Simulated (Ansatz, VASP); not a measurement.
## Two plane-wave programs on ZrC

File INCAR:

```
SYSTEM = ZrC
PREC = Accurate
ENCUT = 520
EDIFF = 1E-8
ISMEAR = -1
SIGMA = 0.05
LREAL = .False.
LASPH = .True.
NELM = 60
ALGO = Normal
ISIF = 2
LWAVE = .False.
LCHARG = .False.
GGA = PE
LEFG = .True.
NBANDS = 15
```

KPOINTS

```
Automatic mesh
0
Gamma
  14 14 14
  0 0 0
```

File POSCAR:

```
ZrC
1.0
    0.0000000000      2.3543090124      2.3543090124
    2.3543090124      0.0000000000      2.3543090124
    2.3543090124      2.3543090124      0.0000000000
Zr C
1 1
Direct
    0.0000000000      0.0000000000      0.0000000000
    0.5000000000      0.5000000000      0.5000000000
```

Input for Ansatz:

```yaml
crystal:
  lattice:
    - [0.0, 2.3543090124, 2.3543090124]
    - [2.3543090124, 0.0, 2.3543090124]
    - [2.3543090124, 2.3543090124, 0.0]
  atoms:
    - { symbol: Zr, position: [0.0, 0.0, 0.0] }
    - { symbol: C, position: [0.5, 0.5, 0.5] }
kpoints:
  mp_grid: { grid: [14, 14, 14] }
  band_path:
    path:
      - [0.0, 0.0, 0.0]
      - [0.5, 0.0, 0.5]
      - [0.625, 0.25, 0.625]
      - [0.375, 0.375, 0.75]
      - [0.0, 0.0, 0.0]
      - [0.5, 0.5, 0.5]
      - [0.5, 0.25, 0.75]
      - [0.5, 0.0, 0.5]
    npoints: 8
scf:
  occupations: { method: fermi_dirac, width: 0.05 }
hamiltonian:
  xc: pbe
  pseudopotentials: { kind: paw }
output:
  forces: true
  stress: true
  eigenvalues: true
  efg: { contact_densities: true }
  populations: true
  bader: true
  dos: { projected: true, de: 0.2, e_range: [-14, 8] }
```

Alike in both runs: task electric field gradients; functional PBE; k mesh 14 × 14 × 14; occupations fermi-dirac, width 0.05 eV; no spin polarisation.

```csv
,VASP,Ansatz
version,VASP 6.6.1,Ansatz 0.2.0
potentials or method,"VASP PAW PBE potentials, release 64 (Zr_sv, C)","PAW with Ansatz's default frozen-core files, scalar-relativistic"
plane-wave cutoff (eV),520,420
valence electrons in the cell,16,16
```

VASP gave:

| Item | Value |
| --- | --- |
| pressure (GPa) | 0.3 |
| Vzz of the field gradient on the site that differs most (V/Å²) | 0.0 |

**Question.** What did Ansatz give for the same quantities?

**Answer.** Pressure (GPa): 0.0; Vzz of the field gradient on the site that differs most (V/Å²): 0.0.

Ansatz warned: «gradients_without_spin_orbit».
